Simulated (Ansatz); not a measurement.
SnS$_{2}$, DFT, PBEsol, PAW with Ansatz's default frozen-core files, scalar-relativistic (Ansatz 0.2.0), run on 1 thread of Arm Neoverse V2 on a shared host.

The geometry is COD entry 7038081, unchecked; take it as a test cell. The listed cell was then made from it by scaling, straining or moving an atom.

Command: `ansatz run input.yaml --threads 1 --pin off --max-ram 6144MiB --backend cpu --events-out ev --progress --plain --runs-dir out`

```yaml
crystal:
  lattice:
    - [3.5983003419, 0.0, 0.0]
    - [-1.7991501709, 3.1162195065, 0.0]
    - [0.0, 0.0, 5.43906]
  atoms:
    - { symbol: Sn, position: [0.0, 0.0, 0.0] }
    - { symbol: S, position: [0.6666666667, 0.3333333333, 0.2639] }
    - { symbol: S, position: [0.3333333333, 0.6666666667, 0.7361] }
kpoints:
  mp_grid: { grid: [10, 10, 6] }
scf:
  occupations: { method: fermi_dirac, width: 0.01 }
hamiltonian:
  xc: pbesol
  pseudopotentials: { kind: paw }
output:
  forces: true
  stress: true
  eigenvalues: true
  efg: { contact_densities: true }
```

(1) How large is the problem that the program sets up?

(2) About how long does it take, and how much memory does it use?

(3) And the same cell and mesh by all-electron PAW (datasets made for this crystal), asked for forces, stress, eigenvalues, efg, on the same hardware?

## Answers

(1) 72 irreducible k-points, 1147 plane waves at Γ, 17 bands.

(2) 5 s of wall time for 6 SCF iterations, with a peak of 0.4 GiB. Times on shared machines scatter by tens of per cent.

(3) 13 s, peak memory 0.65 GiB.
